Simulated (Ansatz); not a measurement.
The system is MoS2.

```xyz
3
Lattice="1.5855 0.9154 6.1150 -1.5855 0.9154 6.1150 0.0000 -1.8308 6.1150" Properties=species:S:1:pos:R:3 pbc="T T T"
Mo    0.0000    0.0000    0.0000
S     0.0000    0.0000    4.5862
S     0.0000    0.0000   13.7587
```

Measurements of this composition are mostly on another form, of space group No. 194.

```yaml
Program: Ansatz 0.2.0
Task: relaxation of cell and atoms
Functional: PBEsol
Potentials_or_basis: Ansatz PAW
Cutoff: "420 eV (not typed: the program's choice for these potentials)"
k_mesh: 10 × 10 × 10
Occupations: fermi-dirac, width 0.05 eV
Spin: no spin polarisation
Hubbard_terms: Mo d U = 5 eV
```

At the start: volume 17.75 Å³/atom.

Task: Where does the relaxation end?

Result: It ends after 6 steps and the volume is 17.08 Å³/atom (-3.8 %); space group R-3m (No. 166, to 0.05 Å).

Step by step:
```csv
step,energy change (eV),largest force (eV/Å),volume (Å³)
1,0.0000,0.7202,53.25
2,-0.0402,0.1922,50.13
3,-0.0458,0.0221,51.44
4,-0.0462,0.0038,51.27
5,-0.0462,0.0003,51.25
6,-0.0460,0.0002,51.25
```

Final structure:
```yaml
crystal:
  lattice:
    - [1.55981, 0.90056, 6.08065]
    - [-1.55981, 0.90056, 6.08065]
    - [0.00000, -1.80111, 6.08065]
  atoms:
    - { symbol: Mo, position: [0.00000, 0.00000, 0.00000] }
    - { symbol: S, position: [0.24564, 0.24564, 0.24564] }
    - { symbol: S, position: [0.75436, 0.75436, 0.75436] }
```

Caveat: the plane-wave basis is chosen anew once the cell has moved, so the energies of steps on either side of that aren't comparable; U without spin polarisation on a metal has little footing; the PAW data sets come from PBE, with cores solved anew for the run's functional, which leaves a small shift of forces and pressure.
